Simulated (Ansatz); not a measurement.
**ZnSe at 4.0 GPa: a phonon run with occupations methfessel-paxton, width 0.2 eV**

Level of theory: DFT PBE, scalar-relativistic, plane waves, PAW (Ansatz).

Launched with:
```bash
ansatz run input.yaml --threads 1 --pin off --max-ram 1228MiB --backend cpu --events-out ev --progress --plain --runs-dir out
```

Input (bare energies are in eV):
```yaml
crystal:
  lattice:
    - [0.0, 2.6399, 2.6399]
    - [2.6399, 0.0, 2.6399]
    - [2.6399, 2.6399, 0.0]
  atoms:
    - { symbol: Zn, position: [0.0, 0.0, 0.0] }
    - { symbol: Se, position: [0.5, 0.5, 0.5] }
basis:
  ecutwfc: 420
kpoints:
  mp_grid: { grid: [14, 14, 14] }
hamiltonian:
  xc: pbe
scf:
  occupations: { method: methfessel_paxton, width: 0.2 }
output:
  eigenvalues: true
phonons:
  method: dfpt
```

From the output:
```
--- Phonons (Γ-DFPT): 2 representative perturbations + reference, on 244 of 2744 k-points (Σ response iterations 7) ---
  k mesh reduced under 8 symmetry operations, with k and −k counted as one. Each operation leaves every solved perturbation unchanged. A smaller set is not used because it would not reduce the number of displacements ...
  ASR residual: 3.119e-6 → 0.000e0 eV/Å²; symmetrization residual: 8.107e-6 eV/Å²
  ASR residual per site (eV/Å²): 2.06e-7 3.12e-6
  Γ frequencies (cm⁻¹): 0.00 0.00 0.00 88.35 88.35 88.35
  non-analytic LO–TO correction: not included (Born effective charges unavailable; polar crystals: no LO–TO splitting at Γ)
```

Beside the reference run (Plane waves to 420 eV; Γ-centred k mesh 14×14×14; Fermi-Dirac smearing of 0.15 eV. No spin polarisation. Phonons by linear response, acoustic sum rule imposed.), the optical modes at Γ (cm⁻¹, by rank, those that always equal the one before left out, no LO field; i marks imaginary):
```tsv
setting	mode 1
reference run	91
occupations methfessel-paxton, width 0.2 eV	88
```

The cell is the ideal cubic rocksalt prototype; this isn't the usual structure of the compound. In a metal, frequencies and elastic constants depend on the k mesh and the smearing, soft modes and shear constants most. A semilocal functional can close a gap that the real compound has.